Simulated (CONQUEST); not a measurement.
# ZnSe (Stilleite): equation of state with PBE

Crystal: ZnSe (Stilleite).

```
Se Zn
1.0
     4.00760    0.00000    0.00000
     0.00000    4.00760    0.00000
     0.00000    0.00000    5.66760
Se Zn
2 2
Cartesian
  0.0000 2.0038 1.4169
  2.0038 0.0000 4.2507
  0.0000 0.0000 0.0000
  2.0038 2.0038 2.8338
```

```
Program             : CONQUEST 1.3
Task                : equation of state
Functional          : PBE
Potentials or basis : PseudoDojo NC PBE, DZ, grid of 40 × 40 × 60 points
k mesh              : 7 × 7 × 5
Occupations         : fermi-dirac, width 0.05 eV
Spin                : no spin polarisation
```

```json
{"Equilibrium volume": "25.33 Å³/atom (rough: see the caveat)", "Bulk modulus": "45 GPa (rough)"}
```

Energy against volume, from the lowest point:
```tsv
volume (Å³/atom)	energy (meV/atom)
21.391	110.00
21.846	80.10
22.301	56.09
22.757	36.24
23.212	20.39
23.667	8.38
24.122	0.00
```

All runs of the series together: 3.3 min on 1 thread of Intel(R) Xeon(R) Platinum 8488C (Sapphire Rapids), with other jobs on the host.

Caveat: the minimum lies outside the volumes run; the atomic basis is small; the basis of atomic orbitals isn't converged, which shifts pressures, moduli and gaps.
